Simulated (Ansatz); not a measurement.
# Ir: hydrostatic pressure series

Method: DFT PBEsol, scalar-relativistic, plane waves, PAW (Ansatz). Settings: 420 eV cutoff, 18×18×18 k-mesh, Gaussian smearing of 0.10 eV, no spin polarisation.

Starting point, cell and atoms relaxed:

```
CELL_PARAMETERS angstrom
0.00000 1.91507 1.91507
1.91507 0.00000 1.91507
1.91507 1.91507 0.00000
ATOMIC_POSITIONS crystal
Ir 0.00000 0.00000 0.00000
```

Cell and atoms are relaxed at each pressure within the symmetry of the start, at zero temperature, so transitions that lower the symmetry aren't seen. The k-mesh given is that at zero pressure and may differ at others. a, b and c are the lengths of the cell vectors above.

Spin–orbit coupling is left out, which can shift energies with elements as heavy as these.

```csv
P (GPa),V (Å³/atom),V/V0,a (Å),b (Å),c (Å)
-1,14.09,1.003,2.711,2.711,2.711
0,14.05,1.000,2.708,2.708,2.708
1,14.01,0.998,2.706,2.706,2.706
4,13.91,0.990,2.699,2.699,2.699
12,13.65,0.972,2.682,2.682,2.682
25,13.28,0.946,2.658,2.658,2.658
50,12.70,0.904,2.619,2.619,2.619
90,12.00,0.854,2.570,2.570,2.570
```

What bulk modulus and pressure derivative fit these points?

A third-order Birch–Murnaghan fit gives B0 = 388 GPa and B0' = 4.9.